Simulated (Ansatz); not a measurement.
# Notes on Mo

```
CELL_PARAMETERS angstrom
0.00000 4.03614 4.03614
2.01807 0.00000 2.01807
2.01807 2.01807 0.00000
ATOMIC_POSITIONS crystal
Mo 0.00000 0.00000 0.00000
Mo 0.50000 0.00000 0.00000
```

Method: PBE, no spin polarisation; PAW, plane waves to 420 eV, 7×14×14 Γ-centred mesh, gaussian occupations (width 0.2388 eV) (Ansatz 0.2.0), atoms fixed.

Q: Describe some of the short contacts.

A: Mo–Mo at 2.85 Å: least valence density 0.31 e/Å³ and ELF 0.30 there. These are pseudo-fields; inside the PAW spheres they differ from the all-electron ones.

Q: What happens at the Fermi level?

A: It is a metal, with about 2.4 states/eV a cell as the mean within 0.25 eV of the Fermi level, mostly Mo d (89 %).

Q: Is the cell too large or too small?

A: The pressure is -5.6 GPa (compression positive), so with the atoms held at these fractions the cell would first shrink.

Origin: a database entry at a rescaled volume. Caveats: many states at the Fermi level without spin polarisation, so a magnetic state may lie lower; wide smearing.
